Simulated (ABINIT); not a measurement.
Input of an ABINIT 10.8.3 (patched build) run:

File run.abi:

```
# Datasets: one volume each
ndtset 7
getwfk -1
scalecart1 3*0.9795861087
scalecart2 3*0.9864848297
scalecart3 3*0.9932883884
scalecart4 3*1.0000000000
scalecart5 3*1.0066227096
scalecart6 3*1.0131594038
scalecart7 3*1.0196128224

# Pseudopotentials
pp_dirpath "./"
pseudos "Zr.GGA_PBE-JTH.xml, O.GGA_PBE-JTH.xml"

# Structure
acell 3.5992763378 3.5992763378 3.5992763378 Angstrom
rprim
     0.0000000000     0.7071067812     0.7071067812
     0.7071067812     0.0000000000     0.7071067812
     0.7071067812     0.7071067812     0.0000000000
ntypat 2
znucl 40 8
natom 3
typat 1 2 2
xred
     0.0000000000     0.0000000000     0.0000000000
     0.7500000000     0.7500000000     0.7500000000
     0.2500000000     0.2500000000     0.2500000000

# Plane-wave basis
ecut 23.0
pawecutdg 45.0
pawxcdev 0

# k points
kptopt 1
ngkpt 9 9 9
nshiftk 1
shiftk 0.0 0.0 0.0

# Exchange and correlation
ixc 11
vdw_xc 5

# Bands and occupations
nband 16
occopt 3
tsmear 0.05 eV

# SCF cycle
nstep 100
tolvrs 1.0e-9

# Output
iomode 3
prtwf 1
prtden 0
prteig 0
prtebands 0
enunit 2
```

Potentials or basis: JTH PAW PBE v2.0.

Command:

```console
$ abinit run.abi > log 2>&1
```

**Question.** What does it give for the pressure derivative of the bulk modulus?

**Answer.** 4.4.

**Question.** What does it give for the equilibrium volume?

**Answer.** 10.91 Å³/atom.

**Question.** Predict the bulk modulus.

**Answer.** 255 GPa.

Energy against volume, from the lowest point:
| volume (Å³/atom) | energy (meV/atom) |
| --- | --- |
| 10.331 | 26.14 |
| 10.551 | 9.30 |
| 10.770 | 0.87 |
| 10.990 | 0.00 |
| 11.210 | 5.90 |
| 11.430 | 17.88 |
| 11.650 | 35.26 |

Caveat: pressures at fixed basis lie under the slope of the energies.
